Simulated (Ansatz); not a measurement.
CaF2 (fluorite)

```xyz
3
Lattice="0.0000 2.7555 2.7555 2.7555 0.0000 2.7555 2.7555 2.7555 0.0000" Properties=species:S:1:pos:R:3 pbc="T T T"
Ca     0.0000     0.0000     0.0000
F      1.3778     1.3778     1.3778
F      4.1333     4.1333     4.1333
```

In this cell atom 3 (F, nearest neighbour Ca at 2.386 Å; its periodic images, 3.9 Å or more away, move with it) is moved by s towards the nearest neighbour, unit vector (0.577, 0.577, 0.577); all other atoms and the cell stay fixed.

Calculation: PBE (plane waves to 420 eV, PAW, scalar-relativistic; Ansatz, a first-principles code). k mesh 8×8×8 (Γ-centred), Fermi-Dirac smearing 0.05 eV. The energy includes the smearing's −TS. CaF2 was relaxed with its symmetry unable to fall. The PAW data are Ansatz's earlier set. The zero of ΔE is the undisplaced structure.

| s (Å) | ΔE (meV/cell) |
|---|---|
| -0.240 | withheld |
| -0.192 | 66.6 |
| -0.144 | 38.8 |
| -0.096 | 17.9 |
| -0.048 | 4.6 |
| 0.000 | 0.0 |
| 0.048 | 5.0 |
| 0.096 | 21.1 |
| 0.144 | 49.6 |
| 0.192 | 92.6 |
| 0.240 | 152.3 |

Q: Fit a polynomial form (powers 2, 3, 4) to the given rows and predict ΔE at s = -0.240.

A: Least squares on the 10 given rows: ΔE = (2089)·s² + (1838)·s³ + (1960)·s⁴, in meV/cell with s in Å; root-mean-square residual 0.07 meV/cell. At -0.240 the fit gives 101.4 meV/cell; the calculation gives 100.6 meV/cell, so the extrapolation is off by 0.8 (+0.8 %). The quadratic term alone would give 120.3 meV/cell.

(For displaced atoms, the force is minus the slope of the energy, and its curvature is a force constant, which sets phonon frequencies.)
